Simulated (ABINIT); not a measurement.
Write the native input for ABINIT 10.8.3 (patched build) that does the following.

```
Task                : band structure
Functional          : PBE
Potentials or basis : PseudoDojo NC SR PBE v0.4.1 standard
Cutoff              : 1143 eV
k mesh              : 9 × 9 × 9
Occupations         : fermi-dirac, width 0.05 eV
Spin                : no spin polarisation
```

Crystal: HfO2.

```
Hf O
1.0
     0.00000    2.55750    2.55750
     2.55750    0.00000    2.55750
     2.55750    2.55750    0.00000
Hf O
1 2
Direct
  0.00000 0.00000 0.00000
  0.75000 0.75000 0.75000
  0.25000 0.25000 0.25000
```

Measurements of this composition are mostly on another form, of space group No. 14.

One way to write it, as run:

run.abi

```
ndtset 2

pp_dirpath "./"
pseudos "Hf.upf, O.upf"

acell 6.8348581746 6.8348581746 6.8348581746
rprim
     0.0000000000     0.7071067812     0.7071067812
     0.7071067812     0.0000000000     0.7071067812
     0.7071067812     0.7071067812     0.0000000000
ntypat 2
znucl 72 8
natom 3
typat 1 2 2
xred
     0.0000000000     0.0000000000     0.0000000000
     0.7500000000     0.7500000000     0.7500000000
     0.2500000000     0.2500000000     0.2500000000

ecut 42.0

ixc 11

occopt 3
tsmear 0.00183747

nstep 100

iomode 3
prtwf 0
prteig 0
prtebands 0
enunit 1
prtden1 1

kptopt1 1
ngkpt1 9 9 9
nshiftk1 1
shiftk1 0.0 0.0 0.0
nband1 16
tolvrs1 1.0e-10

iscf2 -2
getden2 1
nband2 22
nbdbuf2 4
tolwfr2 1.0e-11
kptopt2 -9
ndivsm2 5
prteig2 1
kptbounds2
     0.0000000000     0.0000000000     0.0000000000
     0.5000000000     0.0000000000     0.5000000000
     0.5000000000     0.2500000000     0.7500000000
     0.3750000000     0.3750000000     0.7500000000
     0.0000000000     0.0000000000     0.0000000000
     0.5000000000     0.5000000000     0.5000000000
     0.6250000000     0.2500000000     0.6250000000
     0.5000000000     0.2500000000     0.7500000000
     0.5000000000     0.5000000000     0.5000000000
     0.3750000000     0.3750000000     0.7500000000
```

Potentials or basis: PseudoDojo NC SR PBE v0.4.1 standard.

Command:

```console
$ abinit run.abi > log 2>&1
```

Results of the run:

```yaml
Pressure: -4.8 GPa
Band_gap_on_the_k_mesh: 3.87 eV, indirect (least direct gap 3.99 eV)
Band_gap_along_the_path: 3.77 eV, direct
Valence_electrons_inside_the_program's_atomic_spheres: Hf 8.27; O 6.34
```

Caveat: spin-orbit coupling is left out, which moves the levels of the heavy elements; the mesh misses the band edges, which the band path finds closer together.

It took 92 s on 1 thread of AMD EPYC 9R45 96-Core Processor (Zen 5) (shared host), peak memory 0.16 GiB.
